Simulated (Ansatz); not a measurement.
Sb in Ansatz: the effect of functional

Crystal: Sb.

```
Sb
1.0
    -1.55523    1.55523    2.67529
     1.55523   -1.55523    2.67529
     1.55523    1.55523   -2.67529
Sb
1
Cartesian
  0.0000 0.0000 0.0000
```

This isn't the form of Sb at room conditions, which is rhombohedral.

The cell isn't the ideal one: volume scaled by 0.96.

Alike in all runs:

| Item | Value |
| --- | --- |
| Program | Ansatz 0.2.0 |
| Task | single point |
| Potentials or basis | Ansatz PAW |
| k mesh | 12 × 12 × 12 |
| Occupations | fermi-dirac, width 0.05 eV |
| Spin | no spin polarisation |

```csv
functional,cutoff,pressure (GPa)
LDA,420 eV (not typed: the program's choice for these potentials),0.2
PBEsol,420 eV (not typed: the program's choice for these potentials),?
r2SCAN,500 eV (not typed: the program's choice for these potentials),4.2
```

What does the run with functional PBEsol give?

Pressure 1.5 GPa.

Caveats: the PAW data sets come from PBE, with cores solved anew for the run's functional, which leaves a small shift of forces and pressure.
